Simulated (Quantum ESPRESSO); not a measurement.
# Pd (Fm-3m) in Quantum ESPRESSO: further runs

Aim: see how the results for Pd move with the level of theory and the settings. Levels: RPBE, AM05, r2SCAN. Tasks: band structure.

Everything below comes from runs of Quantum ESPRESSO 7.5. Logs are shortened: lines on timing, memory, paths and dates and some standing lists are left out, and cuts for length are marked.

## 1. Starting point

It takes space group Fm-3m (No. 225, cubic). The conventional cell has a = 3.893 Å, b = 3.893 Å, c = 3.893 Å, α = 90.00°, β = 90.00°, γ = 90.00°. Around Pd (site symmetry m-3m) lie 12 Pd at 2.75 Å.

## 2. Band structure, RPBE

pw.in

```
&CONTROL
  calculation = 'scf'
  prefix = 'pwscf'
  outdir = './tmp'
  pseudo_dir = './pseudo'
  tprnfor = .true.
  tstress = .true.
  disk_io = 'low'
/
&SYSTEM
  ibrav = 0
  A = 2.7527667
  nat = 1
  ntyp = 1
  ecutwfc = 70
  nbnd = 15
  input_dft = 'rpbe'
  occupations = 'smearing'
  smearing = 'fd'
  degauss = 0.00367493
/
&ELECTRONS
  conv_thr = 2d-10
  electron_maxstep = 120
  mixing_beta = 0.5
/
ATOMIC_SPECIES
Pd   106.4200 Pd_ONCV_PBE-1.2.upf
CELL_PARAMETERS alat
   0.0000000000    0.7071067810    0.7071067810
   0.7071067810    0.0000000000    0.7071067810
   0.7071067810    0.7071067810    0.0000000000
ATOMIC_POSITIONS alat
Pd     0.0000000000    0.0000000000    0.0000000000
K_POINTS automatic
12 12 12 0 0 0
```

bands.in

```
&CONTROL
  calculation = 'bands'
  prefix = 'pwscf'
  outdir = './tmp'
  pseudo_dir = './pseudo'
  disk_io = 'low'
  verbosity = 'high'
/
&SYSTEM
  ibrav = 0
  A = 2.7527667
  nat = 1
  ntyp = 1
  ecutwfc = 70
  nbnd = 15
  input_dft = 'rpbe'
  occupations = 'smearing'
  smearing = 'fd'
  degauss = 0.00367493
/
&ELECTRONS
  conv_thr = 1d-08
  electron_maxstep = 120
  mixing_beta = 0.5
  diago_full_acc = .true.
  startingwfc = 'random'
/
ATOMIC_SPECIES
Pd   106.4200 Pd_ONCV_PBE-1.2.upf
CELL_PARAMETERS alat
   0.0000000000    0.7071067810    0.7071067810
   0.7071067810    0.0000000000    0.7071067810
   0.7071067810    0.7071067810    0.0000000000
ATOMIC_POSITIONS alat
Pd     0.0000000000    0.0000000000    0.0000000000
K_POINTS crystal
60
 0.0000000000  0.0000000000  0.0000000000 1
 0.0625000000  0.0000000000  0.0625000000 1
 0.1250000000  0.0000000000  0.1250000000 1
 0.1875000000  0.0000000000  0.1875000000 1
 0.2500000000  0.0000000000  0.2500000000 1
 0.3125000000  0.0000000000  0.3125000000 1
 0.3750000000  0.0000000000  0.3750000000 1
 0.4375000000  0.0000000000  0.4375000000 1
 0.5000000000  0.0000000000  0.5000000000 1
 0.5000000000  0.0625000000  0.5625000000 1
 0.5000000000  0.1250000000  0.6250000000 1
 0.5000000000  0.1875000000  0.6875000000 1
 0.5000000000  0.2500000000  0.7500000000 1
 0.4375000000  0.3125000000  0.7500000000 1
 0.3750000000  0.3750000000  0.7500000000 1
 0.3375000000  0.3375000000  0.6750000000 1
 0.3000000000  0.3000000000  0.6000000000 1
 0.2625000000  0.2625000000  0.5250000000 1
 0.2250000000  0.2250000000  0.4500000000 1
 0.1875000000  0.1875000000  0.3750000000 1
 0.1500000000  0.1500000000  0.3000000000 1
 0.1125000000  0.1125000000  0.2250000000 1
 0.0750000000  0.0750000000  0.1500000000 1
 0.0375000000  0.0375000000  0.0750000000 1
 0.0000000000  0.0000000000  0.0000000000 1
 0.0625000000  0.0625000000  0.0625000000 1
 0.1250000000  0.1250000000  0.1250000000 1
 0.1875000000  0.1875000000  0.1875000000 1
 0.2500000000  0.2500000000  0.2500000000 1
 0.3125000000  0.3125000000  0.3125000000 1
 0.3750000000  0.3750000000  0.3750000000 1
 0.4375000000  0.4375000000  0.4375000000 1
 0.5000000000  0.5000000000  0.5000000000 1
 0.5250000000  0.4500000000  0.5250000000 1
 0.5500000000  0.4000000000  0.5500000000 1
 0.5750000000  0.3500000000  0.5750000000 1
 0.6000000000  0.3000000000  0.6000000000 1
 0.6250000000  0.2500000000  0.6250000000 1
 0.5833333333  0.2500000000  0.6666666667 1
 0.5416666667  0.2500000000  0.7083333333 1
 0.5000000000  0.2500000000  0.7500000000 1
 0.5000000000  0.2857142857  0.7142857143 1
 0.5000000000  0.3214285714  0.6785714286 1
 0.5000000000  0.3571428571  0.6428571429 1
 0.5000000000  0.3928571429  0.6071428571 1
 0.5000000000  0.4285714286  0.5714285714 1
 0.5000000000  0.4642857143  0.5357142857 1
 0.5000000000  0.5000000000  0.5000000000 1
 0.4821428571  0.4821428571  0.5357142857 1
 0.4642857143  0.4642857143  0.5714285714 1
 0.4464285714  0.4464285714  0.6071428571 1
 0.4285714286  0.4285714286  0.6428571429 1
 0.4107142857  0.4107142857  0.6785714286 1
 0.3928571429  0.3928571429  0.7142857143 1
 0.3750000000  0.3750000000  0.7500000000 1
 0.6250000000  0.2500000000  0.6250000000 1
 0.5937500000  0.1875000000  0.5937500000 1
 0.5625000000  0.1250000000  0.5625000000 1
 0.5312500000  0.0625000000  0.5312500000 1
 0.5000000000  0.0000000000  0.5000000000 1
```

Potentials or basis: SG15 PBE 1.2.

Launch:

```sh
> OMP_NUM_THREADS=1 pw.x -in pw.in > pw.out
> OMP_NUM_THREADS=1 pw.x -in bands.in > bands.out
```

pw.out:

```text
This program is part of the open-source Quantum ESPRESSO suite
     for quantum simulation of materials; please cite
         "P. Giannozzi et al., J. Phys.:Condens. Matter 21 395502 (2009);
         "P. Giannozzi et al., J. Phys.:Condens. Matter 29 465901 (2017);
         "P. Giannozzi et al., J. Chem. Phys. 152 154105 (2020);
     in publications or presentations arising from this work. More details at

     IMPORTANT: XC functional enforced from input :
     Exchange-correlation= RPBE
                           (   1   4  44   4   0   0   0)
     Any further DFT definition will be discarded
     Please, verify this is what you really want

     Message from routine setup:
     using ibrav=0 with symmetry is DISCOURAGED, use correct ibrav instead

     G-vector sticks info
     --------------------
     sticks:   dense  smooth     PW     G-vecs:    dense   smooth      PW
     Sum         511     511    163                 7799     7799    1459

     Using Slab Decomposition

     bravais-lattice index     =            0
     lattice parameter (alat)  =       5.2020  a.u.
     unit-cell volume          =      99.5382 (a.u.)^3
     number of atoms/cell      =            1
     number of atomic types    =            1
     number of electrons       =        18.00
     number of Kohn-Sham states=           15
     kinetic-energy cutoff     =      70.0000  Ry
     charge density cutoff     =     280.0000  Ry
     scf convergence threshold =      2.0E-10
     mixing beta               =       0.5000
     number of iterations used =            8  plain     mixing
     Exchange-correlation= RPBE
                           (   1   4  44   4   0   0   0)

     celldm(1)=   5.201975  celldm(2)=   0.000000  celldm(3)=   0.000000
     celldm(4)=   0.000000  celldm(5)=   0.000000  celldm(6)=   0.000000

     crystal axes: (cart. coord. in units of alat)
               a(1) = (   0.000000   0.707107   0.707107 )
               a(2) = (   0.707107   0.000000   0.707107 )
               a(3) = (   0.707107   0.707107   0.000000 )

     reciprocal axes: (cart. coord. in units 2 pi/alat)
               b(1) = ( -0.707107  0.707107  0.707107 )
               b(2) = (  0.707107 -0.707107  0.707107 )
               b(3) = (  0.707107  0.707107 -0.707107 )

     PseudoPot. # 1 for Pd read from file:
     Pd_ONCV_PBE-1.2.upf
     Pseudo is Norm-conserving, Zval = 18.0
     Generated using ONCVPSP code by D. R. Hamann
     Using radial grid of  602 points,  6 beta functions with:
                l(1) =   0
                l(2) =   0
                l(3) =   1
                l(4) =   1
                l(5) =   2
                l(6) =   2

     atomic species   valence    mass     pseudopotential
     Pd               18.00   106.42000     Pd( 1.00)

     48 Sym. Ops., with inversion, found

   Cartesian axes

     site n.     atom                  positions (alat units)
         1        Pd     tau(   1) = (   0.0000000   0.0000000   0.0000000  )

     number of k points=    72  Fermi-Dirac smearing, width (Ry)=  0.0037
                       cart. coord. in units 2pi/alat
        k(    1) = (   0.0000000   0.0000000   0.0000000), wk =   0.0011574
        k(    2) = (   0.0589256   0.0589256  -0.0589256), wk =   0.0092593
        k(    3) = (   0.1178511   0.1178511  -0.1178511), wk =   0.0092593
        k(    4) = (   0.1767767   0.1767767  -0.1767767), wk =   0.0092593
        k(    5) = (   0.2357023   0.2357023  -0.2357023), wk =   0.0092593
        k(    6) = (   0.2946278   0.2946278  -0.2946278), wk =   0.0092593
[... 64 lines left out ...]
        k(   71) = (  -0.7071068   0.2357023   0.0000000), wk =   0.0138889
        k(   72) = (  -0.7071068   0.3535534   0.0000000), wk =   0.0069444

     Dense  grid:     7799 G-vectors     FFT dimensions: (  27,  27,  27)

     Initial potential from superposition of free atoms

     starting charge      17.9553, renormalised to      18.0000
     Starting wfcs are random

     Self-consistent Calculation

     iteration #  1     ecut=    70.00 Ry     beta= 0.50
     Davidson diagonalization with overlap
     ethr =  1.00E-02,  avg # of iterations =  7.3

     Threshold (ethr) on eigenvalues was too large:
     Diagonalizing with lowered threshold

     Davidson diagonalization with overlap
     ethr =  4.59E-05,  avg # of iterations =  3.8

     total energy              =    -253.44004778 Ry
     estimated scf accuracy    <       0.00894937 Ry
[... 43 lines left out ...]
     iteration #  8     ecut=    70.00 Ry     beta= 0.50
     Davidson diagonalization with overlap
     ethr =  1.40E-11,  avg # of iterations =  2.1

     End of self-consistent calculation

          k = 0.0000 0.0000 0.0000 (   941 PWs)   bands (ev):

   -64.0232 -29.5410 -29.5410 -29.5410  13.0917  17.3310  17.3310  17.3310
    18.9340  18.9340  37.6435  42.4184  42.4184  42.4184  47.4466

          k = 0.0589 0.0589-0.0589 (   950 PWs)   bands (ev):
[... 121 lines left out ...]
   -63.9794 -29.8122 -29.6559 -29.5819  15.7540  16.9194  17.4120  18.0228
    18.7325  21.0186  33.2551  36.0871  40.4959  44.1655  44.3238

          k = 0.0000-0.2357 0.2357 (   975 PWs)   bands (ev):

   -63.9917 -29.7423 -29.6229 -29.5660  15.2711  16.6951  17.6123  18.1045
    18.3316  19.9746  35.9701  36.8253  42.2150  42.5767  45.6422

          k = 0.3536 0.0000 0.0000 (   982 PWs)   bands (ev):

   -63.9873 -29.7383 -29.6176 -29.6176  15.2607  16.1008  18.3769  18.6082
    18.6082  19.4924  38.4041  38.4041  38.5419  39.9490  43.9277

          k = 0.4125 0.0589-0.0589 (   991 PWs)   bands (ev):
[... 21 lines left out ...]
   -63.9614 -29.8563 -29.7461 -29.6201  16.0636  16.7533  17.3501  18.3405
    19.4210  24.2326  29.9220  33.1238  39.6890  40.0148  47.5408

          k = 0.0000-0.3536 0.3536 (   983 PWs)   bands (ev):

   -63.9692 -29.8336 -29.7147 -29.5998  16.3167  16.7246  17.1251  18.2859
    18.8863  22.5030  32.8728  33.0964  39.9561  42.1323  45.5413

          k = 0.4714 0.0000-0.0000 (  1002 PWs)   bands (ev):
[... 31 lines left out ...]
   -63.9526 -29.9132 -29.7025 -29.6874  14.9390  15.2090  19.8598  19.9134
    20.3493  23.8187  31.4531  32.7867  34.0349  41.5278  42.8896

          k = 0.0000-0.5893 0.5893 (   985 PWs)   bands (ev):

   -63.9516 -29.8961 -29.7377 -29.6791  15.1402  15.5116  19.0572  19.6363
    20.2322  25.6382  30.4186  31.1317  34.8085  41.1704  45.4839

          k =-0.7071 0.0000 0.0000 (   982 PWs)   bands (ev):

   -63.9514 -29.9266 -29.6936 -29.6936  14.7957  15.0752  20.0991  20.4359
    20.4359  23.5890  30.9644  33.5421  33.5421  41.6908  41.7965

          k = 0.2357 0.1179 0.0000 (   964 PWs)   bands (ev):

   -64.0016 -29.6777 -29.5911 -29.5662  14.5904  16.7209  17.7437  17.9292
    18.5071  19.3141  37.8953  38.1882  41.4386  42.5041  46.6757

          k = 0.2946 0.1768-0.0589 (   975 PWs)   bands (ev):
[... 16 lines left out ...]
   -63.9647 -29.9228 -29.6529 -29.6152  15.3647  16.9151  17.7138  18.4787
    20.0496  23.5194  27.5187  36.9062  38.5978  40.8845  47.5070

          k = 0.3536 0.1179 0.0000 (   987 PWs)   bands (ev):

   -63.9849 -29.7616 -29.6307 -29.6049  15.4975  16.2051  17.6781  18.6021
    18.9547  19.9020  36.3987  37.0465  39.4920  41.3460  45.4644

          k = 0.4125 0.1768-0.0589 (   989 PWs)   bands (ev):
[... 21 lines left out ...]
   -63.9680 -29.8482 -29.7013 -29.6099  16.0777  16.8435  17.0150  18.3910
    19.2657  22.5545  31.5692  34.5608  38.5724  42.9028  45.4534

          k = 0.0000-0.2357 0.3536 (   984 PWs)   bands (ev):

   -63.9782 -29.8032 -29.6662 -29.5919  16.0398  16.4669  17.2011  18.5724
    18.6400  21.0682  34.3918  35.1031  39.7698  43.4343  45.0384

          k = 0.4714 0.1179-0.0000 (  1004 PWs)   bands (ev):
[... 36 lines left out ...]
   -63.9525 -29.8547 -29.7806 -29.6711  15.5691  16.0774  17.9395  19.1229
    20.1330  27.5375  28.5676  31.0390  34.9409  41.9641  48.7186

          k =-0.7071 0.1179-0.0000 (   986 PWs)   bands (ev):

   -63.9513 -29.9111 -29.7094 -29.6944  15.0069  15.2707  19.5093  19.8442
    20.4364  24.7455  30.9073  32.8957  32.9409  42.2637  43.2778

          k =-0.2357-0.4714 0.7071 (   983 PWs)   bands (ev):
[... 21 lines left out ...]
   -63.9525 -29.8425 -29.7806 -29.6838  15.8309  16.3096  17.3347  18.9475
    20.2860  27.4009  29.2360  31.8001  32.9438  44.1636  46.9970

          k = 0.0000-0.3536 0.5893 (   996 PWs)   bands (ev):

   -63.9537 -29.8255 -29.7980 -29.6724  16.0308  16.7074  16.8130  18.8373
    20.1213  26.8529  29.7197  31.2919  34.0087  44.3192  46.2030

          k =-0.7071 0.2357 0.0000 (   982 PWs)   bands (ev):

   -63.9513 -29.8689 -29.7524 -29.6960  15.5201  15.8511  18.0602  19.2345
    20.4374  26.8579  30.7751  31.2625  32.0911  43.8100  46.5586

          k =-0.7071 0.3536 0.0000 (   992 PWs)   bands (ev):

   -63.9513 -29.8108 -29.8108 -29.6967  15.8567  16.7962  16.7962  18.8453
    20.4379  29.1321  29.1321  30.6951  31.7790  46.1050  46.1050

     the Fermi energy is    20.1327 ev

!    total energy              =    -253.44125214 Ry
     estimated scf accuracy    <          2.8E-11 Ry
     smearing contrib. (-TS)   =      -0.00144985 Ry
     internal energy E=F+TS    =    -253.43980229 Ry

     The total energy is F=E-TS. E is the sum of the following terms:
     one-electron contribution =     -76.05698325 Ry
     hartree contribution      =      49.46597058 Ry
     xc contribution           =     -24.92475521 Ry
     ewald contribution        =    -201.92403442 Ry

     convergence has been achieved in   8 iterations

     Forces acting on atoms (cartesian axes, Ry/au):

     atom    1 type  1   force =     0.00000000    0.00000000    0.00000000

     Total force =     0.000000     Total SCF correction =     0.000000

     Computing stress (Cartesian axis) and pressure

          total   stress  (Ry/bohr**3)                   (kbar)     P=      119.40
   0.00081165  -0.00000000   0.00000000          119.40       -0.00        0.00
  -0.00000000   0.00081165   0.00000000           -0.00      119.40        0.00
   0.00000000   0.00000000   0.00081165            0.00        0.00      119.40

=------------------------------------------------------------------------------=
   JOB DONE.
=------------------------------------------------------------------------------=
```

Run time: 25 s. Hardware: 1 thread of Arm Neoverse V1, shared host; peak memory 0.09 GiB.

Results:

```
Free energy            : -3448.2439 eV
Pressure               : 11.9 GPa
Band gap on the k mesh : none (metal or under the smearing width)
```

Levels at the corners of the path, in eV from the Fermi level:
| point | band 6 | band 7 | band 8 | band 9 | band 10 | band 11 | band 12 | band 13 |
| --- | --- | --- | --- | --- | --- | --- | --- | --- |
| Γ | -2.80 | -2.80 | -2.80 | -1.20 | -1.20 | 17.51 | 22.29 | 22.29 |
| X | -5.06 | -0.03 | 0.30 | 0.30 | 3.46 | 10.83 | 13.41 | 13.41 |
| W | -3.34 | -3.34 | -1.29 | 0.31 | 9.00 | 9.00 | 10.56 | 11.65 |
| K | -4.10 | -1.93 | -0.93 | -0.14 | 7.19 | 8.22 | 10.91 | 16.09 |
| Γ | -2.80 | -2.80 | -2.80 | -1.20 | -1.20 | 17.51 | 22.29 | 22.29 |
| L | -2.85 | -2.85 | -0.01 | -0.01 | 1.10 | 7.39 | 16.83 | 21.40 |
| U | -4.10 | -1.93 | -0.93 | -0.14 | 7.19 | 8.22 | 10.91 | 16.09 |
| W | -3.34 | -3.34 | -1.29 | 0.31 | 9.00 | 9.00 | 10.56 | 11.65 |
| L | -2.85 | -2.85 | -0.01 | -0.01 | 1.10 | 7.39 | 16.83 | 21.40 |
| K | -4.10 | -1.93 | -0.93 | -0.14 | 7.19 | 8.22 | 10.91 | 16.09 |
| U | -4.10 | -1.93 | -0.93 | -0.14 | 7.19 | 8.22 | 10.91 | 16.09 |
| X | -5.06 | -0.03 | 0.30 | 0.30 | 3.46 | 10.83 | 13.41 | 13.41 |

Caveat: the potentials were made for another functional, which shifts forces and pressure.

(Part 1 of 2 ends here.)
